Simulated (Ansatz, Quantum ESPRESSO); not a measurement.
# One calculation of CuO, 4 ways

```
Cu O
1.0
     2.87950    0.00000    0.00000
     0.03907    2.87928    0.00000
     0.01750    0.01724    5.17634
Cu O
2 2
Cartesian
  0.0195 1.4396 0.0000
  1.4485 0.0086 2.5882
  2.8881 0.0177 3.8817
  0.0479 2.8788 1.2947
```

The cell comes from a database or a generator and needn't be the stable form of this composition.

Alike in all runs: task band structure; functional PBEsol; k mesh 9 × 9 × 5; occupations fermi-dirac, width 0.05 eV; no spin polarisation; no spin-orbit coupling. Pressure is positive in compression and, in plane waves, holds the error of the finite cutoff, which Ansatz's Pulay term estimates and takes out.

```
                        program and potentials  plane-wave cutoff (eV)                                                                                                                              notes  pressure (GPa)
                            Ansatz, Ansatz PAW                     420  potentials made for PBE, which Ansatz adapts in part; 12.5 valence electrons an atom on average; Pulay term of +0.69 GPa included           -2.03
Ansatz, all-electron LAPW, scalar-relativistic                       -                                                                                                                                  -           -2.03
             Quantum ESPRESSO, GBRV 1.5 PBEsol                     762                                                                                          12.5 valence electrons an atom on average           -1.40
     Ansatz, PAW datasets made for the crystal                     480                                                                                           8.5 valence electrons an atom on average           -2.03
```

The pressure spans -2.03 (Ansatz, Ansatz PAW) to -1.40 GPa (Quantum ESPRESSO, GBRV 1.5 PBEsol), with all-electron results at -2.03.

Differences between rows come from potentials, basis sets and numerical settings, since the functional is the same but for its coding. Runs on potential files found faulty are left out.
